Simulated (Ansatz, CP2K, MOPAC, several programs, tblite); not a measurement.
Energy against volume for KBr, CsCl type, at fixed shape and fractional coordinates, computed by several methods (PBE and r2SCAN, where shown, with plane waves in Ansatz); the cell shown is that of r2SCAN. It is cubic, Pm-3m (No. 221); a = 3.976 Å in the conventional setting, 31.43 Å³ an atom. K has 8 Br at 3.44 Å; Br has 8 K at 3.44 Å. The cell comes from a prototype generator: it can be a known phase or a hypothetical one. Spin polarisation is off. Energies count from each curve's lowest point; fits are third-order Birch-Murnaghan.

```xyz
2
Lattice="3.9763 0.0000 0.0000 0.0000 3.9763 0.0000 0.0000 0.0000 3.9763" Properties=species:S:1:pos:R:3 pbc="T T T"
K     0.0000    0.0000    0.0000
Br    1.9881    1.9881    1.9881
```

**Question.** PBE/DZVP (CP2K), on the shape of the cell shown, gives
```csv
V (Å³/atom),E (meV/atom)
27.661,64.79
29.547,24.80
31.434,5.12
33.320,0.00
35.206,5.35
```
What equilibrium volume and bulk modulus follow?

**Answer.** V₀ = 33.20 Å³ an atom and B₀ = 16 GPa.

PM7 (MOPAC), on the shape of the cell shown, as a cluster of 54 atoms at the zone centre:
```csv
V (Å³/atom),E (meV/atom)
27.661,38.71
29.547,0.00
31.434,0.73
33.320,23.95
35.206,72.38
```
The points scatter about a smooth fit, so no fit is quoted.

GFN2-xTB (tblite), on the shape of the cell shown, as a cluster of 54 atoms at the zone centre:
```
V (Å³/atom)  E (meV/atom)
     27.661        190.22
     29.547        111.77
     31.434         57.74
     33.320         21.80
     35.206          0.00
```
The lowest point is an end point, so the minimum isn't bracketed.

light PBE (260 eV, its own mesh), on the shape of the cell shown:
```
V (Å³/atom)  E (meV/atom)
     28.919         95.62
     30.176         55.14
     31.434         32.48
     32.691         21.74
     33.948          5.43
     35.206          0.00
```
The lowest point is an end point, so the minimum isn't bracketed.

PBE/SZV (CP2K), on the shape of the cell shown:
```tsv
V (Å³/atom)	E (meV/atom)
27.661	140.27
29.547	69.07
31.434	26.94
33.320	5.82
35.206	0.00
```
The lowest point is an end point, so the minimum isn't bracketed.
